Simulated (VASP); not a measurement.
# AlN in VASP: relaxing the cell with several functionals, part 1 of 2

Aim: the equilibrium cell of zincblende AlN with r2SCAN, PBEsol and LDA.

Code: VASP 6.6.1. PAW datasets, plane waves, zero pressure. (Simulation; spin polarisation is off.)

### 1 The system as given

The cell comes from an earlier relaxation with PBE in another program.

The symmetry is F-43m (No. 216, cubic); conventional cell a = 4.403 Å, 10.67 Å³ an atom. Al has 4 N at 1.91 Å; N has 4 Al at 1.91 Å.

As a file:

```cif
data_structure
_symmetry_space_group_name_H-M 'P 1'
_symmetry_Int_Tables_number 1
_cell_length_a 3.1134
_cell_length_b 3.1134
_cell_length_c 3.1134
_cell_angle_alpha 60.000
_cell_angle_beta 60.000
_cell_angle_gamma 60.000
_cell_volume 21.34
loop_
_atom_site_label
_atom_site_type_symbol
_atom_site_fract_x
_atom_site_fract_y
_atom_site_fract_z
_atom_site_occupancy
Al1 Al 0.00000 0.00000 0.00000 1
N1 N 0.25000 0.25000 0.25000 1
```

### 2 r2SCAN: cell and atoms

Input file INCAR:

```
ENCUT = 600.000000
SIGMA = 0.020000
EDIFF = 1.00e-07
EDIFFG = -5.00e-03
ALGO = Normal
METAGGA = R2SCAN
PREC = Accurate
IBRION = 2
ISIF = 3
ISMEAR = -1
NBANDS = 11
NELM = 120
NSW = 40
LASPH = .TRUE.
LCHARG = .FALSE.
LWAVE = .FALSE.
LREAL = .FALSE.
```

Input file KPOINTS:

```
KPOINTS created by Atomic Simulation Environment
0
Gamma
10 10 10
0 0 0
```

Input file POSCAR:

```
Al N
 1.0000000000000000
    -0.0000000000000000    2.2015394247564495    2.2015394247564495
     2.2015394247564495   -0.0000000000000000    2.2015394247564495
     2.2015394247564495    2.2015394247564495   -0.0000000000000000
 Al  N
   1   1
Cartesian
  0.0000000000000000  0.0000000000000000  0.0000000000000000
  1.1007697123782247  1.1007697123782247  1.1007697123782247
```

Potentials: the recommended PBE PAW datasets, 8 valence electrons in the neutral cell.

OSZICAR (excerpt; [...] marks lines left out):

```text
N       E                     dE             d eps       ncg     rms          rms(c)
DAV:   1     0.113458630847E+02    0.11346E+02   -0.41773E+03  1034   0.694E+02
DAV:   2    -0.220951462658E+02   -0.33441E+02   -0.30995E+02  1264   0.161E+02
DAV:   3    -0.234756767800E+02   -0.13805E+01   -0.13772E+01  1288   0.308E+01
DAV:   4    -0.234843933384E+02   -0.87166E-02   -0.87157E-02  1178   0.260E+00
DAV:   5    -0.234845106359E+02   -0.11730E-03   -0.11730E-03  1256   0.300E-01    0.874E+00
DAV:   6    -0.190343512364E+02    0.44502E+01   -0.87880E+00  1234   0.151E+01    0.352E+00
DAV:   7    -0.191520632351E+02   -0.11771E+00   -0.40539E-01  1199   0.451E+00    0.234E+00
DAV:   8    -0.191739127558E+02   -0.21850E-01   -0.48302E-02  1079   0.209E+00    0.688E-01
DAV:   9    -0.191718616612E+02    0.20511E-02   -0.75038E-03  1258   0.576E-01    0.165E-01
DAV:  10    -0.191719790294E+02   -0.11737E-03   -0.60232E-04  1148   0.171E-01    0.421E-02
DAV:  11    -0.191719654839E+02    0.13545E-04   -0.31102E-05  1262   0.375E-02    0.267E-02
DAV:  12    -0.191719647869E+02    0.69706E-06   -0.14098E-05  1109   0.273E-02    0.423E-03
DAV:  13    -0.191719658458E+02   -0.10589E-05   -0.26975E-07  1282   0.431E-03    0.210E-03
DAV:  14    -0.191719659167E+02   -0.70953E-07   -0.28958E-09   661   0.541E-04
   1 F= -.19171966E+02 E0= -.19171966E+02  d E =-.191720E+02
       N       E                     dE             d eps       ncg     rms          rms(c)
DAV:   1    -0.192208878418E+02   -0.48922E-01   -0.11867E+00  1124   0.791E+00    0.152E+00
DAV:   2    -0.191725588666E+02    0.48329E-01   -0.21904E-01  1159   0.278E+00    0.515E-01
DAV:   3    -0.191722887884E+02    0.27008E-03   -0.10542E-02  1142   0.782E-01    0.130E-01
DAV:   4    -0.191721165738E+02    0.17221E-03   -0.29044E-04  1196   0.126E-01    0.556E-02
DAV:   5    -0.191720613631E+02    0.55211E-04   -0.40927E-05  1163   0.462E-02    0.296E-02
DAV:   6    -0.191720657139E+02   -0.43508E-05   -0.13137E-06  1257   0.939E-03    0.150E-02
DAV:   7    -0.191720696146E+02   -0.39007E-05   -0.72589E-07  1157   0.437E-03    0.114E-03
DAV:   8    -0.191720694153E+02    0.19931E-06   -0.35077E-08   661   0.160E-03    0.452E-04
DAV:   9    -0.191720695812E+02   -0.16596E-06   -0.18876E-09   595   0.579E-04    0.184E-04
DAV:  10    -0.191720696474E+02   -0.66137E-07   -0.23840E-10   574   0.124E-04
   2 F= -.19172070E+02 E0= -.19172070E+02  d E =-.103731E-03
[... 9 lines left out ...]
   3 F= -.19179940E+02 E0= -.19179940E+02  d E =-.797383E-02
       N       E                     dE             d eps       ncg     rms          rms(c)
DAV:   1    -0.191799463040E+02   -0.66426E-05   -0.11913E-04  1127   0.782E-02    0.153E-02
DAV:   2    -0.191799392332E+02    0.70708E-05   -0.23217E-05  1144   0.282E-02    0.505E-03
DAV:   3    -0.191799388744E+02    0.35885E-06   -0.97444E-07  1136   0.761E-03    0.141E-03
DAV:   4    -0.191799388251E+02    0.49219E-07   -0.26770E-08   544   0.123E-03
   4 F= -.19179939E+02 E0= -.19179939E+02  d E =-.797291E-02
```

OUTCAR, selected sections:

```text
k-points           NKPTS =     47   k-points in BZ     NKDIM =     47   number of bands    NBANDS=     11

   NELECT =       8.0000    total number of electrons

   dimension x,y,z NGX =    28 NGY =   28 NGZ =   28
   dimension x,y,z NGXF=    56 NGYF=   56 NGZF=   56

  energy-cutoff  :      600.00
  volume of cell :       20.82
      direct lattice vectors                 reciprocal lattice vectors
     0.000000000  2.183639944  2.183639944    -0.228975478  0.228975478  0.228975478
     2.183639944  0.000000000  2.183639944     0.228975478 -0.228975478  0.228975478
     2.183639944  2.183639944 -0.000000000     0.228975478  0.228975478 -0.228975478

 k-points in reciprocal lattice and weights: KPOINTS created by Atomic Simulation Env
   0.00000000  0.00000000  0.00000000       0.001
   0.10000000  0.00000000  0.00000000       0.008
   0.20000000  0.00000000  0.00000000       0.008
   0.30000000  0.00000000  0.00000000       0.008
   0.40000000  0.00000000  0.00000000       0.008
   0.50000000  0.00000000  0.00000000       0.004
   0.10000000  0.10000000  0.00000000       0.006
   0.20000000  0.10000000  0.00000000       0.024
[... 39 more k-points ...]

 E-fermi :   6.2034

 k-point     1 :       0.0000    0.0000    0.0000
  band No.  band energies     occupation
      1     -10.0473      2.00000
      2       5.6977      2.00000
      3       5.6977      2.00000
      4       5.6977      2.00000
      5      10.5943      0.00000
      6      19.2242      0.00000
      7      19.2242      0.00000
      8      19.2242      0.00000
      9      24.2358      0.00000
     10      24.2358      0.00000
     11      25.9484      0.00000

 k-point     2 :       0.1000    0.0000    0.0000
  band No.  band energies     occupation
      1      -9.9005      2.00000
      2       4.8972      2.00000
      3       5.6458      2.00000
      4       5.6458      2.00000
      5      11.2531      0.00000
      6      18.8451      0.00000
      7      19.3648      0.00000
      8      19.3648      0.00000
      9      23.0081      0.00000
     10      23.0081      0.00000
     11      25.1458      0.00000

 k-point     3 :       0.2000    0.0000    0.0000
  band No.  band energies     occupation
      1      -9.4843      2.00000
      2       3.2731      2.00000
      3       5.5159      2.00000
      4       5.5159      2.00000
      5      12.4193      0.00000
      6      18.0536      0.00000
      7      19.2555      0.00000
      8      19.2555      0.00000
      9      22.5154      0.00000
     10      22.5154      0.00000
     11      24.2711      0.00000

 k-point     4 :       0.3000    0.0000    0.0000
  band No.  band energies     occupation
      1      -8.8855      2.00000
      2       1.6000      2.00000
      3       5.3665      2.00000
      4       5.3665      2.00000
      5      13.3150      0.00000
      6      17.2902      0.00000
      7      18.5167      0.00000
      8      18.5167      0.00000
      9      23.6943      0.00000
     10      23.6943      0.00000
     11      24.1282      0.00000

 k-point     5 :       0.4000    0.0000    0.0000
  band No.  band energies     occupation
      1      -8.2961      2.00000
      2       0.3064      2.00000
      3       5.2534      2.00000
      4       5.2534      2.00000
      5      13.7779      0.00000
      6      16.7367      0.00000
      7      17.8771      0.00000
      8      17.8771      0.00000
      9      24.6444      0.00000
     10      25.6739      0.00000
     11      25.6739      0.00000

 k-point     6 :       0.5000    0.0000    0.0000
  band No.  band energies     occupation
      1      -8.0329      2.00000
      2      -0.2001      2.00000
      3       5.2119      2.00000
      4       5.2119      2.00000
      5      13.9138      0.00000
      6      16.5250      0.00000
      7      17.6457      0.00000
      8      17.6457      0.00000
      9      25.0286      0.00000
     10      27.1408      0.00000
     11      27.1408      0.00000

[... the tables of k-points 7 to 47 left out ...]

  Total        0.0026053      0.0026053      0.0026053      0.0000000      0.0000000     -0.0000000
  in kB        0.2004445      0.2004445      0.2004445      0.0000000      0.0000000     -0.0000000
  external PRESSURE =       0.2004445 kB  Pullay stress =       0.0000000 kB

 POSITION                                       TOTAL-FORCE (eV/Angst)
 -----------------------------------------------------------------------------------
      2.18364      0.00000      2.18364         0.000000      0.000000      0.000000
      1.09182      1.09182      1.09182        -0.000000     -0.000000     -0.000000
 -----------------------------------------------------------------------------------
    total drift:                                0.000002      0.000002      0.000002

  FREE ENERGIE OF THE ION-ELECTRON SYSTEM (eV)
  ---------------------------------------------------
  free  energy   TOTEN  =       -19.1799388251 eV

  energy  without entropy=      -19.1799388251  energy(sigma->0) =      -19.17993883
```

CONTCAR

```
Al N
   1.00000000000000
     0.0000000000000000    2.1836399435719289    2.1836399435719289
     2.1836399435719285    0.0000000000000000    2.1836399435719289
     2.1836399435719285    2.1836399435719289   -0.0000000000000000
  Al              N
     1     1
Direct
     0.0000000000000000    1.0000000000000000    0.0000000000000000
     0.2500000000000000    0.2500000000000000    0.2500000000000000

  0.00000000E+00  0.00000000E+00  0.00000000E+00
  0.00000000E+00  0.00000000E+00  0.00000000E+00
```

```
                       before   after   change
                a (Å)   4.403   4.367  -0.81 %
     volume (Å³/atom)  10.670  10.412  -2.42 %
shortest distance (Å)   1.907   1.891  -0.81 %
          space group   F-43m   F-43m     same
```

### 3 Relaxation with PBEsol

Changes to INCAR since step 2:

```diff
@@ -4,4 +4,3 @@
 EDIFFG = -5.00e-03
-ALGO = Normal
-METAGGA = R2SCAN
+GGA = PS
 PREC = Accurate
```

KPOINTS is that of step 2.

POSCAR is that of step 2.

OSZICAR:

```text
N       E                     dE             d eps       ncg     rms          rms(c)
DAV:   1     0.154938463164E+02    0.15494E+02   -0.40440E+03  1034   0.673E+02
DAV:   2    -0.164765759145E+02   -0.31970E+02   -0.29638E+02  1261   0.154E+02
DAV:   3    -0.177883970586E+02   -0.13118E+01   -0.13086E+01  1288   0.294E+01
DAV:   4    -0.177960449893E+02   -0.76479E-02   -0.76472E-02  1184   0.240E+00
DAV:   5    -0.177961366633E+02   -0.91674E-04   -0.91673E-04  1256   0.261E-01    0.816E+00
DAV:   6    -0.156487426818E+02    0.21474E+01   -0.10873E+01  1274   0.169E+01    0.279E+00
DAV:   7    -0.156276784617E+02    0.21064E-01   -0.14288E-01  1166   0.297E+00    0.197E+00
DAV:   8    -0.156105491160E+02    0.17129E-01   -0.28863E-02  1154   0.169E+00    0.562E-01
DAV:   9    -0.156092207675E+02    0.13283E-02   -0.36272E-03  1264   0.394E-01    0.227E-01
DAV:  10    -0.156092262067E+02   -0.54392E-05   -0.32128E-04  1163   0.121E-01    0.183E-02
DAV:  11    -0.156092270626E+02   -0.85595E-06   -0.25799E-06  1253   0.142E-02    0.148E-02
DAV:  12    -0.156092269039E+02    0.15871E-06   -0.49561E-07  1169   0.577E-03    0.236E-03
DAV:  13    -0.156092268879E+02    0.16034E-07   -0.81152E-08   712   0.160E-03
   1 F= -.15609227E+02 E0= -.15609227E+02  d E =-.156092E+02
       N       E                     dE             d eps       ncg     rms          rms(c)
DAV:   1    -0.156371799801E+02   -0.27953E-01   -0.63412E-01  1142   0.567E+00    0.113E+00
DAV:   2    -0.156104784526E+02    0.26702E-01   -0.13113E-01  1133   0.207E+00    0.284E-01
DAV:   3    -0.156102710839E+02    0.20737E-03   -0.34745E-03  1136   0.478E-01    0.894E-02
DAV:   4    -0.156101111133E+02    0.15997E-03   -0.10903E-04  1224   0.671E-02    0.484E-02
DAV:   5    -0.156100777063E+02    0.33407E-04   -0.31756E-05  1175   0.368E-02    0.228E-02
DAV:   6    -0.156100779748E+02   -0.26849E-06   -0.40604E-07  1211   0.518E-03    0.783E-03
DAV:   7    -0.156100779790E+02   -0.41616E-08   -0.30811E-07   892   0.300E-03
   2 F= -.15610078E+02 E0= -.15610078E+02  d E =-.851091E-03
       N       E                     dE             d eps       ncg     rms          rms(c)
DAV:   1    -0.156195466310E+02   -0.94687E-02   -0.13873E-01  1145   0.262E+00    0.534E-01
DAV:   2    -0.156136294776E+02    0.59172E-02   -0.30334E-02  1136   0.990E-01    0.128E-01
DAV:   3    -0.156135855827E+02    0.43895E-04   -0.71056E-04  1130   0.218E-01    0.406E-02
DAV:   4    -0.156135474049E+02    0.38178E-04   -0.24154E-05  1216   0.316E-02    0.209E-02
DAV:   5    -0.156135387153E+02    0.86896E-05   -0.67490E-06  1181   0.167E-02    0.105E-02
DAV:   6    -0.156135385546E+02    0.16073E-06   -0.87627E-08   934   0.244E-03    0.307E-03
DAV:   7    -0.156135385051E+02    0.49520E-07   -0.80204E-08   640   0.167E-03
   3 F= -.15613539E+02 E0= -.15613539E+02  d E =-.431162E-02
```

From OUTCAR:

```text
k-points           NKPTS =     47   k-points in BZ     NKDIM =     47   number of bands    NBANDS=     11

   NELECT =       8.0000    total number of electrons

   dimension x,y,z NGX =    28 NGY =   28 NGZ =   28
   dimension x,y,z NGXF=    56 NGYF=   56 NGZF=   56

  energy-cutoff  :      600.00
  volume of cell :       20.96
      direct lattice vectors                 reciprocal lattice vectors
    -0.000000000  2.188260285  2.188260285    -0.228492014  0.228492014  0.228492014
     2.188260285  0.000000000  2.188260285     0.228492014 -0.228492014  0.228492014
     2.188260285  2.188260285 -0.000000000     0.228492014  0.228492014 -0.228492014

 k-points in reciprocal lattice and weights: KPOINTS created by Atomic Simulation Env
   0.00000000  0.00000000  0.00000000       0.001
   0.10000000  0.00000000  0.00000000       0.008
   0.20000000  0.00000000  0.00000000       0.008
   0.30000000  0.00000000  0.00000000       0.008
   0.40000000  0.00000000  0.00000000       0.008
   0.50000000  0.00000000  0.00000000       0.004
   0.10000000  0.10000000  0.00000000       0.006
   0.20000000  0.10000000  0.00000000       0.024
[... 39 more k-points ...]

 E-fermi :   6.3429

 k-point     1 :       0.0000    0.0000    0.0000
  band No.  band energies     occupation
      1      -9.1021      2.00000
      2       5.8227      2.00000
      3       5.8227      2.00000
      4       5.8227      2.00000
      5       9.9044      0.00000
      6      18.2344      0.00000
      7      18.2344      0.00000
      8      18.2344      0.00000
      9      23.3636      0.00000
     10      23.3636      0.00000
     11      24.7045      0.00000

 k-point     2 :       0.1000    0.0000    0.0000
  band No.  band energies     occupation
      1      -8.9550      2.00000
      2       5.0024      2.00000
      3       5.7708      2.00000
      4       5.7708      2.00000
      5      10.5701      0.00000
      6      17.8439      0.00000
      7      18.3680      0.00000
      8      18.3680      0.00000
      9      22.0923      0.00000
     10      22.0923      0.00000
     11      23.8982      0.00000

 k-point     3 :       0.2000    0.0000    0.0000
  band No.  band energies     occupation
      1      -8.5361      2.00000
      2       3.3901      2.00000
      3       5.6415      2.00000
      4       5.6415      2.00000
      5      11.6904      0.00000
      6      17.0427      0.00000
      7      18.2975      0.00000
      8      18.2975      0.00000
      9      21.5590      0.00000
     10      21.5590      0.00000
     11      23.0273      0.00000

 k-point     4 :       0.3000    0.0000    0.0000
  band No.  band energies     occupation
      1      -7.9264      2.00000
      2       1.7387      2.00000
      3       5.4935      2.00000
      4       5.4935      2.00000
      5      12.5201      0.00000
      6      16.2876      0.00000
      7      17.6372      0.00000
      8      17.6372      0.00000
      9      22.6116      0.00000
     10      22.6116      0.00000
     11      22.8390      0.00000

 k-point     5 :       0.4000    0.0000    0.0000
  band No.  band energies     occupation
      1      -7.3145      2.00000
      2       0.4476      2.00000
      3       5.3819      2.00000
      4       5.3819      2.00000
      5      12.9368      0.00000
      6      15.7517      0.00000
      7      17.0404      0.00000
      8      17.0404      0.00000
      9      23.2561      0.00000
     10      24.4276      0.00000
     11      24.4276      0.00000

 k-point     6 :       0.5000    0.0000    0.0000
  band No.  band energies     occupation
      1      -7.0354      2.00000
      2      -0.0658      2.00000
      3       5.3412      2.00000
      4       5.3412      2.00000
      5      13.0566      0.00000
      6      15.5493      0.00000
      7      16.8220      0.00000
      8      16.8220      0.00000
      9      23.5738      0.00000
     10      25.7120      0.00000
     11      25.7120      0.00000

[... the tables of k-points 7 to 47 left out ...]

  Total       -0.0004840     -0.0004840     -0.0004840      0.0000000     -0.0000000      0.0000000
  in kB       -0.0370028     -0.0370028     -0.0370028      0.0000000     -0.0000000      0.0000000
  external PRESSURE =      -0.0370028 kB  Pullay stress =       0.0000000 kB

 POSITION                                       TOTAL-FORCE (eV/Angst)
 -----------------------------------------------------------------------------------
      0.00000      0.00000     -0.00000        -0.000000     -0.000000     -0.000000
      1.09413      1.09413      1.09413         0.000000      0.000000      0.000000
 -----------------------------------------------------------------------------------
    total drift:                                0.000000      0.000000      0.000000

  FREE ENERGIE OF THE ION-ELECTRON SYSTEM (eV)
  ---------------------------------------------------
  free  energy   TOTEN  =       -15.6135385051 eV

  energy  without entropy=      -15.6135385051  energy(sigma->0) =      -15.61353851
```

CONTCAR

```
Al N
   1.00000000000000
    -0.0000000000000000    2.1882602845225607    2.1882602845225607
     2.1882602845225607    0.0000000000000000    2.1882602845225607
     2.1882602845225607    2.1882602845225607   -0.0000000000000000
  Al              N
     1     1
Direct
     0.0000000000000000    0.0000000000000000    0.0000000000000000
     0.2500000000000000    0.2500000000000000    0.2500000000000000

  0.00000000E+00  0.00000000E+00  0.00000000E+00
  0.00000000E+00  0.00000000E+00  0.00000000E+00
```

|  | before | after | change |
| --- | --- | --- | --- |
| a (Å) | 4.403 | 4.377 | -0.60 % |
| volume (Å³/atom) | 10.670 | 10.478 | -1.80 % |
| shortest distance (Å) | 1.907 | 1.895 | -0.60 % |
| space group | F-43m | F-43m | same |

(Continued in part 2 of 2.)
